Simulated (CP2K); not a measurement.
Runs of CP2K 2026.2 on MgS (Niningerite). Symmetry: Fm-3m, No. 225, cubic system. Conventional cell: a = 5.203 Å, b = 5.203 Å, c = 5.203 Å, α = 90.00°, β = 90.00°, γ = 90.00°. S (site symmetry m-3m) has 6 Mg at 2.60 Å as nearest neighbours. Around Mg (site symmetry m-3m) lie 6 S at 2.60 Å. 

| task | level | potentials or basis | smearing | EPS_DEFAULT | NGRIDS | points a segment of the path (NPOINTS) | bands added on the path | D3 from the s-dftd3 library (D3_REFERENCE_CODE) | gap on the mesh (eV) | pressure (GPa) | V0 of scaled cells (Å³/atom) | B0 (GPa) |
| --- | --- | --- | --- | --- | --- | --- | --- | --- | --- | --- | --- | --- |
| single point | RPBE | POTENTIAL_UZH S GTH-PBE-q6, Mg GTH-PBE-q10; TZVP-MOLOPT-PBE-GTH basis | gaussian 0.1 eV | 1.0E-10 | 5 | - | - | - | 3.03 | 4.6 | - | - |
| band structure | r2SCAN | POTENTIAL_UZH S GTH-SCAN-q6, Mg GTH-SCAN-q10; TZVP-MOLOPT-SCAN-GTH basis | fermi-dirac 0.05 eV | 1.0E-10 | 5 | 8 | 6 | - | 3.61 | 1.0 | - | - |
| band structure | PBE | POTENTIAL_UZH S GTH-PBE-q6, Mg GTH-PBE-q10; TZVP-MOLOPT-PBE-GTH basis | fermi-dirac 0.05 eV | 1.0E-9 | 5 | 6 | 4 | - | 2.85 | 2.7 | - | - |
| equation of state | LDA | GTH_POTENTIALS S GTH-PADE-q6, Mg GTH-PADE-q10; TZVP-MOLOPT-PBE-GTH basis | fermi-dirac 0.01 eV | 1.0E-10 | 4 | - | - | - | - | - | 17.25 | 79 |
| band structure | TB-mBJ | POTENTIAL_UZH S GTH-PBE-q6, Mg GTH-PBE-q10; TZVP-MOLOPT-PBE-GTH basis | fermi-dirac 0.1 eV | 1.0E-9 | 4 | 8 | 6 | - | (a) | - | - | - |
| band structure | RPBE+D3(BJ) | POTENTIAL_UZH S GTH-PBE-q6, Mg GTH-PBE-q10; TZVP-MOLOPT-PBE-GTH basis | gaussian 0.1 eV | 1.0E-10 | 5 | 6 | 4 | yes | 3.03 | (b) | - | - |
| single point | PBE | POTENTIAL_UZH S GTH-PBE-q6, Mg GTH-PBE-q10; TZVP-MOLOPT-PBE-GTH basis | fermi-dirac 0.05 eV | 1.0E-10 | 4 | - | - | - | 2.85 | 2.7 | - | - |
| equation of state | LDA | GTH_POTENTIALS S GTH-PADE-q6, Mg GTH-PADE-q10; TZVP-MOLOPT-PBE-GTH basis | fermi-dirac 0.1 eV | 1.0E-9 | 5 | - | - | - | - | - | 17.25 | 79 |

Alike in all rows: no spin polarisation; cell as given; k mesh 9 × 9 × 9.

Estimate the missing entries.

(a) 3.11; (b) -12.0.

Caveats: the basis of atomic orbitals isn't converged, which shifts pressures, moduli and gaps; the mesh misses the band edges, which the band path finds closer together (some runs); the potentials were made for another functional, which shifts forces and pressure (some runs); an odd mesh through Γ misses points on the zone boundary, where band edges often lie (some runs); this is a model potential without an energy functional, so only levels have meaning (some runs).

Not every run made on this cell is shown here.
